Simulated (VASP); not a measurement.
# PtSe2 in VASP: settings compared

The runs below take PtSe2 through work function, with r2SCAN, PBE0.

Program: VASP 6.6.1. These are calculated values, not measurements. Logs are shortened: lines on timing, memory, paths and dates and some standing lists are left out, and cuts for length are marked.

### 1 Starting point

The cell holds a sheet with vacuum, 3 atoms: a = 3.706 Å, b = 3.706 Å, c = 18.620 Å, α = 90.00°, β = 90.00°, γ = 120.00°.

The cell was built by a generator and needn't be a form met in nature.

### 2 Work function, r2SCAN

File INCAR:

```
PREC = Accurate ; ENCUT = 520
EDIFF = 1E-7 ; ISMEAR = 0
SIGMA = 0.03 ; LREAL = F
LASPH = T ; NELM = 60
ALGO = Normal ; ISIF = 2
LWAVE = F ; LCHARG = T
LDIPOL = T ; IDIPOL = 3
DIPOL = 0.5 0.5 0.500 ; METAGGA = R2SCAN
LMIXTAU = T ; LVHAR = T
LVACPOTAV = T ; KPAR = 4
```

File KPOINTS:

```
Automatic mesh
0
Gamma
  12 12 1
```

File POSCAR:

```
PtSe2                                   
1.0
    3.7060189018      0.0000000000      0.0000000000
   -1.8530094509      3.2095065196      0.0000000000
    0.0000000000      0.0000000000     18.6200000000
  Se              Pt            
     2     1
Direct
     0.3333330000000032    0.6666669999999968    0.4288470405004758
     0.6666669999999968    0.3333330000000032    0.5711529594995242
     0.0000000000000000    0.0000000000000000    0.5000000000000000
```

Potentials or basis: VASP PAW PBE potentials, release 64 (Se, Pt).

Run with:

```sh
$ cat potpaw_PBE.64/Se/POTCAR potpaw_PBE.64/Pt/POTCAR > POTCAR
$ mpirun -np 4 vasp_std > vasp.out
```

OUTCAR:

```text
PREC = Accurate
   ENCUT = 520
   EDIFF = 1E-7
   ISMEAR = 0
   LREAL = F
   LASPH = T
   NELM = 60
   ISIF = 2
   METAGGA = R2SCAN

 ion  position               nearest neighbor table
   1  0.333  0.667  0.429-   3 2.52   3 2.52   3 2.52
   2  0.667  0.333  0.571-   3 2.52   3 2.52   3 2.52
   3  0.000  0.000  0.500-   1 2.52   2 2.52   2 2.52   1 2.52   2 2.52   1 2.52

  LATTYP: Found a hexagonal cell.
 ALAT       =     3.7060189018
 C/A-ratio  =     5.0242593180

  Lattice vectors:

 A1 = (   3.7060189018,   0.0000000000,   0.0000000000)
 A2 = (  -1.8530094509,   3.2095065196,   0.0000000000)
 A3 = (   0.0000000000,   0.0000000000,  18.6200000000)

Analysis of symmetry for initial positions (statically):
=====================================================================
 Subroutine PRICEL returns:
 Original cell was already a primitive cell.

 Routine SETGRP: Setting up the symmetry group for a
 hexagonal supercell.

 Subroutine GETGRP returns: Found 12 space group operations
 (whereof 12 operations were pure point group operations)
 out of a pool of 24 trial point group operations.

The static configuration has the point symmetry D_3d.

Analysis of symmetry for dynamics (positions and initial velocities):
=====================================================================
 Subroutine PRICEL returns:
 Original cell was already a primitive cell.

 Routine SETGRP: Setting up the symmetry group for a
 hexagonal supercell.

 Subroutine GETGRP returns: Found 12 space group operations
 (whereof 12 operations were pure point group operations)
 out of a pool of 24 trial point group operations.

The dynamic configuration has the point symmetry D_3d.

 Subroutine INISYM returns: Found 12 space group operations
 (whereof 12 operations are pure point group operations),
 and found     1 'primitive' translations

----------------------------------------------------------------------------------------

                                     Primitive cell

  volume of cell :     221.4754

  direct lattice vectors                    reciprocal lattice vectors
     3.706018902  0.000000000  0.000000000     0.269831327  0.155787189  0.000000000
    -1.853009451  3.209506520  0.000000000     0.000000000  0.311574379  0.000000000
     0.000000000  0.000000000 18.620000000     0.000000000  0.000000000  0.053705693

  length of vectors
     3.706018902  3.706018905 18.620000000     0.311574379  0.311574379  0.053705693

  position of ions in fractional coordinates (direct lattice)
     0.333333000  0.666667000  0.428847041
     0.666667000  0.333333000  0.571152959
     0.000000000  0.000000000  0.500000000

  ion indices of the primitive-cell ions
   primitive index   ion index
                 1           1
                 2           2
                 3           3

----------------------------------------------------------------------------------------

 KPOINTS: Automatic mesh

Automatic generation of k-mesh.
 Grid dimensions read from file:
 generate k-points for:   12   12    1

 Generating k-lattice:

  Cartesian coordinates                     Fractional coordinates (reciprocal lattice)
     0.022485944  0.012982266  0.000000000     0.083333333  0.000000000  0.000000000
     0.000000000  0.025964532  0.000000000     0.000000000  0.083333333  0.000000000
     0.000000000  0.000000000  0.053705693     0.000000000  0.000000000  1.000000000

  Length of vectors
     0.025964532  0.025964532  0.053705693

  Shift w.r.t. Gamma in fractional coordinates (k-lattice)
     0.000000000  0.000000000  0.000000000

 Subroutine IBZKPT returns following result:
 ===========================================

 Found     19 irreducible k-points:

 Following reciprocal coordinates:
            Coordinates               Weight
  0.000000  0.000000  0.000000      1.000000
  0.083333  0.000000  0.000000      6.000000
  0.166667  0.000000  0.000000      6.000000
  0.250000  0.000000  0.000000      6.000000
  0.333333  0.000000  0.000000      6.000000
  0.416667  0.000000  0.000000      6.000000
[... 11 lines left out ...]
  0.333333  0.250000  0.000000     12.000000
  0.333333  0.333333  0.000000      2.000000
   k-points           NKPTS =     19   k-points in BZ     NKDIM =     19   number of bands    NBANDS=     15
   number of dos      NEDOS =    301   number of ions     NIONS =      3
   total plane-waves  NPLWV = 109760
   dimension x,y,z NGX =    28 NGY =   28 NGZ =  140
   dimension x,y,z NGXF=    56 NGYF=   56 NGZF=  280
   ions per type =               2   1
   NGX,Y,Z   is equivalent  to a cutoff of  12.56, 12.56, 12.50 a.u.
   NGXF,Y,Z  is equivalent  to a cutoff of  25.12, 25.12, 25.00 a.u.
 SYSTEM =  unknown system
   PREC   = accura    normal or accurate (medium, high low for compatibility)
   ISTART =      0    job   : 0-new  1-cont  2-samecut
   ICHARG =      2    charge: 1-file 2-atom 10-const
   ISPIN  =      1    spin polarized calculation?
   LNONCOLLINEAR =      F non collinear calculations
   LSORBIT =      F    spin-orbit coupling
   LASPH  =      T    aspherical Exc in radial PAW
   ENCUT  =  520.0 eV  38.22 Ry    6.18 a.u.   6.89  6.89 34.62*2*pi/ulx,y,z
   NELM   =     60;   NELMIN=  2; NELMDL= -5     # of ELM steps
   EDIFF  = 0.1E-06   stopping-criterion for ELM
   LREAL  =      F    real-space projection
   EDIFFG = 0.1E-05   stopping-criterion for IOM
   NSW    =      0    number of steps for IOM
   IBRION =     -1    ionic relax: 0-MD 1-quasi-New 2-CG
   NFREE  =      0    steps in history (QN), initial steepest desc. (CG)
   ISIF   =      2    stress and relaxation
   ISYM   =      2    0-nonsym 1-usesym 2-fastsym
   POTIM  = 0.5000    time-step for ionic-motion
   TEBEG  =    0.0;   TEEND  =   0.0 temperature during run
   PSTRESS=    0.0 pullay stress
   NELECT =      22.0000    total number of electrons
   NUPDOWN=      -1.0000    fix difference up-down
   EMIN   =  10.00;   EMAX   =-10.00  energy-range for DOS
   EFERMI =   0.00;   METHOD = LEGACY
   ISMEAR =     0;   SIGMA  =   0.03  broadening in eV -4-tet -1-fermi 0-gaus
   EFERMI_NEDOS =   21; number of points for ismear=-14 and -15
   IALGO  =     38    algorithm
   IMIX   =      4    mixing-type and parameters
     AMIX     =   0.40;   BMIX     =  1.00
     AMIX_MAG =   1.60;   BMIX_MAG =  1.00
  volume/ion in A,a.u.               =      73.83       498.20
  Fermi-wavevector in a.u.,A,eV,Ry     =   0.758183  1.432758  7.821187  0.574841
  Thomas-Fermi vector in A             =   1.856696
   LORBIT       =      0    0 simple, 1 ext, 2 COOP (PROOUT), +10 PAW based schemes
   METAGGA = R2SCAN    functional components
   LHFCALC =     F    Hartree Fock is set to
   AEXX    =    0.0000 exact exchange contribution
   IVDW    =     0    specifies the selected vdW correction
   LEPSILON=     F    determine dielectric tensor
   LRPA    =     F    only Hartree local field effects (RPA)
 non-spin polarized calculation
 Gauss-broadening in eV      SIGMA  =   0.03
  energy-cutoff  :      520.00
  volume of cell :      221.48
 maximum number of plane-waves:      5982
 NGX is ok and might be reduce to    28
   NGX = 13   NGY = 13   NGZ = 69

 dipolmoment           0.000000      0.000000      0.000000 electrons x Angstroem

 number of electron      21.9999999 magnetization

 dipolmoment           0.000000      0.000000     -0.000000 electrons x Angstroem

 Free energy of the ion-electron system (eV)
  ---------------------------------------------------
  ext. energy  EPLUGINS =         0.00000000
  ---------------------------------------------------
  free energy    TOTEN  =       -81.44186328 eV

  energy without entropy =      -81.44186328  energy(sigma->0) =      -81.44186328

 E-fermi :  -2.7601     XC(G=0):  -3.6139

 val. band max:       -2.9124390651   @ k =   0.0833   0.0000   0.0000
 cond. band min:      -1.3251585811   @ k =   0.2500   0.0000   0.0000
 fundamental gap:      1.5872804840
 Fermi energy:        -2.7600969823

 k-point     1 :       0.0000    0.0000    0.0000
  band No.  band energies     occupation
      1     -17.4687      2.00000
      2     -15.6249      2.00000
      3      -8.2361      2.00000
      4      -8.1738      2.00000
      5      -8.1738      2.00000
      6      -5.9209      2.00000
      7      -5.9209      2.00000
      8      -4.2472      2.00000
      9      -3.5606      2.00000
     10      -2.9141      2.00000
     11      -2.9141      2.00000
     12       0.2340      0.00000
     13       0.2340      0.00000
     14       2.3382      0.00000
     15       3.0133      0.00000

 k-point     2 :       0.0833    0.0000    0.0000
  band No.  band energies     occupation
      1     -17.3901      2.00000
      2     -15.6291      2.00000
      3      -8.1937      2.00000
      4      -8.1539      2.00000
      5      -8.1261      2.00000
      6      -6.0232      2.00000
      7      -5.9790      2.00000
      8      -4.4884      2.00000
      9      -3.4302      2.00000
     10      -2.9767      2.00000
     11      -2.9124      2.00000
     12      -0.2488      0.00000
     13       0.1197      0.00000
     14       2.5901      0.00000
     15       3.1934      0.00000
[... 275 lines left out ...]
      3      -8.6073      2.00000
      4      -7.9445      2.00000
      5      -7.5582      2.00000
      6      -6.5863      2.00000
      7      -6.5194      2.00000
      8      -5.4701      2.00000
      9      -5.2325      2.00000
     10      -4.1969      2.00000
     11      -3.7362      2.00000
     12      -1.1111      0.00000
     13      -0.6448      0.00000
     14       3.4733      0.00000
     15       5.2953      0.00000

 k-point    19 :       0.3333    0.3333    0.0000
  band No.  band energies     occupation
      1     -15.7333      2.00000
      2     -15.7333      2.00000
      3      -8.3590      2.00000
      4      -7.9649      2.00000
      5      -7.9649      2.00000
      6      -6.4870      2.00000
      7      -6.4870      2.00000
      8      -5.5858      2.00000
      9      -5.2708      2.00000
     10      -3.9563      2.00000
     11      -3.9563      2.00000
     12      -0.9515      0.00000
     13      -0.9515      0.00000
     14       3.5770      0.00000
     15       5.9231      0.00000

------------------------ aborting loop because EDIFF is reached ----------------------------------------

  FORCE on cell =-STRESS in cart. coord.  units (eV):
  Direction    XX          YY          ZZ          XY          YZ          ZX
  --------------------------------------------------------------------------------------
  -------------------------------------------------------------------------------------
  Total       -0.2423609     -0.2423609     -0.2604358      0.0000000     -0.0000000     -0.0000000
  in kB       -1.7532652     -1.7532652     -1.8840208      0.0000000     -0.0000000     -0.0000000
  external PRESSURE =      -1.7968504 kB  Pullay stress =       0.0000000 kB

 VOLUME and BASIS-vectors are now :
 -----------------------------------------------------------------------------
  energy-cutoff  :      520.00
  volume of cell :      221.48
      direct lattice vectors                 reciprocal lattice vectors
     3.706018902  0.000000000  0.000000000     0.269831327  0.155787189  0.000000000
    -1.853009451  3.209506520  0.000000000     0.000000000  0.311574379  0.000000000
     0.000000000  0.000000000 18.620000000     0.000000000  0.000000000  0.053705693

 POSITION                                       TOTAL-FORCE (eV/Angst)
 -----------------------------------------------------------------------------------
     -0.00000      2.13967      7.98513         0.000000      0.000000      0.093007
      1.85301      1.06983     10.63487        -0.000000     -0.000000     -0.093007
      0.00000      0.00000      9.31000        -0.000000      0.000000      0.000000
 -----------------------------------------------------------------------------------
    total drift:                               -0.000000      0.000000      0.000000

  FREE ENERGIE OF THE ION-ELECTRON SYSTEM (eV)
  ---------------------------------------------------
  free  energy   TOTEN  =       -81.4418632753 eV

  energy  without entropy=      -81.4418632753  energy(sigma->0) =      -81.44186328

 vacuum level on the upper side and lower side of the slab         3.042         3.042
```

Wall time 3.3 min (4 MPI ranks of Intel Xeon 6975P-C (Granite Rapids), shared host); peak memory 0.41 GiB.

What came out:

```yaml
Free_energy: -81.4419 eV
Largest_force: 0.093 eV/Å
Band_gap_on_the_k_mesh: 1.59 eV, indirect (least direct gap 1.88 eV)
Ionisation_potential_of_the_upper_face: 5.95 eV
```

Forces in eV/Å, atoms in the order of the input:
```
Se   0.000  0.000  0.093
Se   0.000  0.000 -0.093
Pt   0.000  0.000  0.000
```

Levels at points of the mesh, in eV from the valence-band top:
```
           k point  band 7  band 8  band 9  band 10  band 11  band 12  band 13  band 14  band 15
(0.00, 0.00, 0.00)   -3.01   -1.33   -0.65     0.00     0.00     3.15     3.15     5.25     5.93
(0.50, 0.00, 0.00)   -2.46   -2.42   -2.05    -1.85    -1.50     2.61     2.88     5.09     6.78
```

Caveat: the PAW data sets were made with another functional, which shifts forces and pressure a little; spin-orbit coupling is left out, which moves the levels of the heavy elements.

[end of part 1 of 2]
